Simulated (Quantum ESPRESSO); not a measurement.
The system is KI.

```xyz
2
Lattice="0.0000 3.5328 3.5328 3.5328 0.0000 3.5328 3.5328 3.5328 0.0000" Properties=species:S:1:pos:R:3 pbc="T T T"
I     3.5328    3.5328    3.5328
K     0.0000    0.0000    0.0000
```

Base run:

```yaml
Program: Quantum ESPRESSO 7.5
Functional: vdW-DF3-opt2
Potentials_or_basis: PseudoDojo 0.4.1 SR PBE standard
Cutoff: 1007 eV
Density_cutoff: 4027 eV
k_mesh: 7 × 7 × 7
Occupations: fermi-dirac, width 0.05 eV
Spin: no spin polarisation
```

Its results: band gap on the k mesh 3.76 eV, direct; pressure -0.4 GPa.

Problem. The run is repeated on the same cell with these changes: functional from vdW-DF3-opt2 to rev-vdW-DF2. What comes out?

Solution. Band gap on the k mesh 3.81 eV, direct; pressure -0.1 GPa.

Caveats: the potentials were made for another functional, which shifts forces and pressure; spin-orbit coupling is left out, which moves the levels of the heavy elements.
